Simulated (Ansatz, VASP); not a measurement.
## Two plane-wave programs on CdSe

File INCAR:

```
SYSTEM = CdSe
ALGO = Normal
EDIFF = 1E-6
ENCUT = 520
GGA = PS
ISIF = 2
ISMEAR = -1
LASPH = .TRUE.
LCHARG = .FALSE.
LREAL = .FALSE.
LWAVE = .FALSE.
NBANDS = 16
NELM = 80
PREC = Accurate
SIGMA = 0.05
```

File KPOINTS:

```
k-points
0
G
  8 8 8
  0 0 0
```

Contents of POSCAR:

```
CdSe
1.0
    0.0000000000      3.0075950161      3.0075950161
    3.0075950161      0.0000000000      3.0075950161
    3.0075950161      3.0075950161      0.0000000000
Cd Se
1 1
Direct
    0.0000000000      0.0000000000      0.0000000000
    0.2500000000      0.2500000000      0.2500000000
```

Contents of input.yaml:

```yaml
crystal:
  lattice:
    - [0.0, 3.0075950161, 3.0075950161]
    - [3.0075950161, 0.0, 3.0075950161]
    - [3.0075950161, 3.0075950161, 0.0]
  atoms:
    - { symbol: Cd, position: [0.0, 0.0, 0.0] }
    - { symbol: Se, position: [0.25, 0.25, 0.25] }
hamiltonian:
  xc: pbesol
  pseudopotentials: { kind: paw }
kpoints:
  mp_grid: { grid: [8, 8, 8] }
scf:
  occupations: { method: fermi_dirac, width: 0.05 }
output:
  forces: true
  stress: true
  eigenvalues: true
  write_density: true
  write_potential: true
  elf: true
  volumetric_format: npy
```

Measurements of this composition are mostly on another form, of space group No. 186.

Alike in both runs: task single point; functional PBEsol; k mesh 8 × 8 × 8; occupations fermi-dirac, width 0.05 eV; no spin polarisation.

|  | VASP | Ansatz |
| --- | --- | --- |
| version | VASP 6.6.1 | Ansatz 0.2.0 |
| potentials or method | VASP PAW PBE potentials, release 64 (Cd, Se) | Ansatz PAW |
| plane-wave cutoff (eV) | 520 | 420 |
| valence electrons in the cell | 18 | 36 |

```tsv
	VASP	Ansatz	Ansatz less VASP
gap on the k mesh at the Fermi level (eV)	0.55	0.54	-0.003
least direct gap on the mesh (eV)	0.55	0.54	-0.003
pressure (GPa)	2.2	1.9	-0.39
```

The two sets of potentials don't hold the same shells in valence.

Caveats: the PAW data sets were made with another functional, which shifts forces and pressure a little (VASP); the PAW data sets come from PBE, with cores solved anew for the run's functional, which leaves a small shift of forces and pressure (Ansatz). A hybrid or GW would open this gap; PBEsol tends to underestimate it.
